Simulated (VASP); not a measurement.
# MgS (F-43m) in VASP: further runs

The runs below take MgS through single point, with LDA.

Program: VASP 6.6.1. These are calculated values, not measurements. Logs are shortened: lines on timing, memory, paths and dates and some standing lists are left out, and cuts for length are marked.

### 1 The crystal as given

It takes space group F-43m (No. 216, cubic). Conventional cell: a = 5.666 Å, b = 5.666 Å, c = 5.666 Å, α = 90.00°, β = 90.00°, γ = 90.00°. Around S (site symmetry -43m) lie 4 Mg at 2.45 Å. Mg (site symmetry -43m) has 4 S at 2.45 Å as nearest neighbours.

The cell comes from a database or a generator and needn't be the stable form of this composition.

### 2 Single point, LDA

File INCAR:

```
  ADDGRID = False
  ALGO = Normal
  EDIFF = 1E-4
  ENCUT = 450
  GGA = CA
  ISIF = 2
  ISMEAR = 0
  LASPH = True
  LCHARG = False
  LREAL = Auto
  LWAVE = False
  NELM = 100
  PREC = Normal
  SIGMA = 0.05
```

File KPOINTS:

```
k-points
0
Gamma
  5 5 5
```

File POSCAR:

```
MgS
1.0
    0.0000000000      2.8331200468      2.8331200468
    2.8331200468      0.0000000000      2.8331200468
    2.8331200468      2.8331200468      0.0000000000
S Mg
1 1
Direct
    0.2500000000      0.2500000000      0.2500000000
    0.0000000000      0.0000000000      0.0000000000
```

Potentials or basis: VASP PAW LDA potentials, release 64 (S, Mg).

Started as:

```bash
> cat potpaw_LDA.64/S/POTCAR potpaw_LDA.64/Mg/POTCAR > POTCAR
> mpirun -np 1 vasp_std > vasp.out
```

OUTCAR:

```text
EDIFF = 1E-4
   ENCUT = 450
   GGA = CA
   ISIF = 2
   ISMEAR = 0
   LASPH = True
   LREAL = Auto
   NELM = 100
   PREC = Normal

 Found     10 irreducible k-points:

 Following reciprocal coordinates:
            Coordinates               Weight
  0.000000  0.000000  0.000000      1.000000
  0.200000  0.000000  0.000000      8.000000
  0.400000  0.000000  0.000000      8.000000
  0.200000  0.200000  0.000000      6.000000
  0.400000  0.200000  0.000000     24.000000
 -0.400000  0.200000  0.000000     24.000000
   k-points           NKPTS =     10   k-points in BZ     NKDIM =     10   number of bands    NBANDS=      8
   number of dos      NEDOS =    301   number of ions     NIONS =      2
   total plane-waves  NPLWV =  13824
   dimension x,y,z NGX =    24 NGY =   24 NGZ =   24
   dimension x,y,z NGXF=    48 NGYF=   48 NGZF=   48
   ions per type =               1   1
   NGX,Y,Z   is equivalent  to a cutoff of   9.96,  9.96,  9.96 a.u.
   NGXF,Y,Z  is equivalent  to a cutoff of  19.92, 19.92, 19.92 a.u.
 SYSTEM =  unknown system
   PREC   = normal    normal or accurate (medium, high low for compatibility)
   ISTART =      0    job   : 0-new  1-cont  2-samecut
   ICHARG =      2    charge: 1-file 2-atom 10-const
   ISPIN  =      1    spin polarized calculation?
   LNONCOLLINEAR =      F non collinear calculations
   LSORBIT =      F    spin-orbit coupling
   LASPH  =      T    aspherical Exc in radial PAW
   ENCUT  =  450.0 eV  33.07 Ry    5.75 a.u.   6.93  6.93  6.93*2*pi/ulx,y,z
   NELM   =    100;   NELMIN=  2; NELMDL= -5     # of ELM steps
   EDIFF  = 0.1E-03   stopping-criterion for ELM
   LREAL  =      T    real-space projection
   EDIFFG = 0.1E-02   stopping-criterion for IOM
   NSW    =      0    number of steps for IOM
   IBRION =     -1    ionic relax: 0-MD 1-quasi-New 2-CG
   NFREE  =      0    steps in history (QN), initial steepest desc. (CG)
   ISIF   =      2    stress and relaxation
   ISYM   =      2    0-nonsym 1-usesym 2-fastsym
   POTIM  = 0.5000    time-step for ionic-motion
   TEBEG  =    0.0;   TEEND  =   0.0 temperature during run
   PSTRESS=    0.0 pullay stress
   NELECT =       8.0000    total number of electrons
   NUPDOWN=      -1.0000    fix difference up-down
   EMIN   =  10.00;   EMAX   =-10.00  energy-range for DOS
   EFERMI =   0.00;   METHOD = LEGACY
   ISMEAR =     0;   SIGMA  =   0.05  broadening in eV -4-tet -1-fermi 0-gaus
   EFERMI_NEDOS =   21; number of points for ismear=-14 and -15
   IALGO  =     38    algorithm
   IMIX   =      4    mixing-type and parameters
     AMIX     =   0.40;   BMIX     =  1.00
     AMIX_MAG =   1.60;   BMIX_MAG =  1.00
  volume/ion in A,a.u.               =      22.74       153.46
  Fermi-wavevector in a.u.,A,eV,Ry     =   0.917269  1.733386 11.447692  0.841382
  Thomas-Fermi vector in A             =   2.042218
   LORBIT       =      0    0 simple, 1 ext, 2 COOP (PROOUT), +10 PAW based schemes
   GGA     = CA    functional components
   LHFCALC =     F    Hartree Fock is set to
   AEXX    =    0.0000 exact exchange contribution
   IVDW    =     0    specifies the selected vdW correction
   LEPSILON=     F    determine dielectric tensor
   LRPA    =     F    only Hartree local field effects (RPA)
 non-spin polarized calculation
 Gauss-broadening in eV      SIGMA  =   0.05
  energy-cutoff  :      450.00
  volume of cell :       45.48
 maximum number of plane-waves:       990
   NGX = 13   NGY = 13   NGZ = 13

 number of electron       7.9999994 magnetization

 Free energy of the ion-electron system (eV)
  ---------------------------------------------------
  ext. energy  EPLUGINS =         0.00000000
  ---------------------------------------------------
  free energy    TOTEN  =        -9.37532872 eV

  energy without entropy =       -9.37532872  energy(sigma->0) =       -9.37532872

 E-fermi :   1.1496     XC(G=0):  -8.7528

 val. band max:        0.8807270741   @ k =   0.0000   0.0000   0.0000
 cond. band min:       4.0621580029   @ k =   0.0000   0.0000   0.0000
 fundamental gap:      3.1814309287
 Fermi energy:         1.1496231159

 k-point     1 :       0.0000    0.0000    0.0000
  band No.  band energies     occupation
      1     -10.3503      2.00000
      2       0.8807      2.00000
      3       0.8807      2.00000
      4       0.8807      2.00000
      5       4.0622      0.00000
      6       8.6406      0.00000
      7       8.6406      0.00000
      8       8.6406      0.00000

 k-point     2 :       0.2000    0.0000    0.0000
  band No.  band energies     occupation
      1     -10.1340      2.00000
      2      -0.5557      2.00000
      3       0.7555      2.00000
      4       0.7555      2.00000
      5       5.3333      0.00000
      6       8.3662      0.00000
      7       8.9156      0.00000
      8       8.9156      0.00000

 k-point     3 :       0.4000    0.0000    0.0000
  band No.  band energies     occupation
      1      -9.7300      2.00000
      2      -2.0936      2.00000
      3       0.5755      2.00000
      4       0.5755      2.00000
      5       5.7656      0.00000
      6       8.4478      0.00000
      7       8.4478      0.00000
      8       9.0921      0.00000

 k-point     4 :       0.2000    0.2000    0.0000
  band No.  band energies     occupation
      1     -10.0625      2.00000
      2      -0.5031      2.00000
      3       0.4639      2.00000
      4       0.4639      2.00000
      5       5.7103      0.00000
      6       7.5077      0.00000
      7       9.1908      0.00000
      8       9.6642      0.00000

 k-point     5 :       0.4000    0.2000    0.0000
  band No.  band energies     occupation
      1      -9.7148      2.00000
      2      -1.6153      2.00000
      3       0.0165      2.00000
      4       0.2481      2.00000
      5       6.0900      0.00000
      6       7.5853      0.00000
      7       8.5904      0.00000
      8       9.7567      0.00000

 k-point     6 :      -0.4000    0.2000    0.0000
  band No.  band energies     occupation
      1      -9.5621      2.00000
      2      -1.9890      2.00000
      3      -0.4329      2.00000
      4       0.3702      2.00000
      5       6.5060      0.00000
      6       7.4652      0.00000
      7       9.2410      0.00000
      8       9.5414      0.00000

 [... further k-points ...]

------------------------ aborting loop because EDIFF is reached ----------------------------------------

  FORCE on cell =-STRESS in cart. coord.  units (eV):
  Direction    XX          YY          ZZ          XY          YZ          ZX
  --------------------------------------------------------------------------------------
  -------------------------------------------------------------------------------------
  Total       -0.6930090     -0.6930090     -0.6930090      0.0000000      0.0000000      0.0000000
  in kB      -24.4131911    -24.4131911    -24.4131911      0.0000000      0.0000000      0.0000000
  external PRESSURE =     -24.4131911 kB  Pullay stress =       0.0000000 kB

 VOLUME and BASIS-vectors are now :
 -----------------------------------------------------------------------------
  energy-cutoff  :      450.00
  volume of cell :       45.48
      direct lattice vectors                 reciprocal lattice vectors
     0.000000000  2.833120047  2.833120047    -0.176483874  0.176483874  0.176483874
     2.833120047  0.000000000  2.833120047     0.176483874 -0.176483874  0.176483874
     2.833120047  2.833120047  0.000000000     0.176483874  0.176483874 -0.176483874

 POSITION                                       TOTAL-FORCE (eV/Angst)
 -----------------------------------------------------------------------------------
      1.41656      1.41656      1.41656         0.000000     -0.000000      0.000000
      0.00000      0.00000      0.00000        -0.000000      0.000000     -0.000000
 -----------------------------------------------------------------------------------
    total drift:                                0.000000      0.000000      0.000000

  FREE ENERGIE OF THE ION-ELECTRON SYSTEM (eV)
  ---------------------------------------------------
  free  energy   TOTEN  =        -9.3753287197 eV

  energy  without entropy=       -9.3753287197  energy(sigma->0) =       -9.37532872
```

Run time: 7.5 s. Hardware: 1 thread of Intel Xeon Platinum 8559C (Emerald Rapids), shared host; peak memory 0.12 GiB.

The run converged, but some of its settings lie outside the range that counts as converged, so its numbers aren't taken as properties of the crystal.

Results:

| Quantity | Value |
| --- | --- |
| Free energy | -9.3753 eV |
| Pressure | -2.4 GPa |
| Band gap on the k mesh | 3.18 eV, direct |

### 3 Single point, LDA

INCAR is that of step 2.

KPOINTS is that of step 2.

File POSCAR:

```
MgS
1.0
    0.0000000000      2.8331200468      2.8331200468
    2.8331200468      0.0000000000      2.8331200468
    2.8331200468      2.8331200468      0.0000000000
S Mg
1 1
Direct
    0.2346630000      0.2748010000      0.2357280000
   -0.0216520000      0.0237760000     -0.0317750000
```

Potentials or basis: VASP PAW LDA potentials, release 64 (S, Mg).

Started as:

```bash
> cat potpaw_LDA.64/S/POTCAR potpaw_LDA.64/Mg/POTCAR > POTCAR
> mpirun -np 1 vasp_std > vasp.out
```

It used 6.9 s of CPU time on 1 thread of Intel(R) Xeon(R) Platinum 8559C (Emerald Rapids), with other jobs on the host, which was overloaded at the time.

These settings aren't checked as converged: the numbers below hold their error.

What came out:

```yaml
Free_energy: -9.3555 eV
Pressure: -2.2 GPa
Largest_force: 0.430 eV/Å
Band_gap_on_the_k_mesh: 3.06 eV, direct
```

### 4 The reference run

An earlier run on the cell as given: functional PBEsol; potentials or basis VASP PAW PBE potentials, release 64 (S, Mg); cutoff 520 eV; k mesh 8 × 8 × 8; occupations fermi-dirac, width 0.05 eV; no spin polarisation.

- Pressure: -0.5 GPa
- Band gap on the k mesh: 3.29 eV, direct
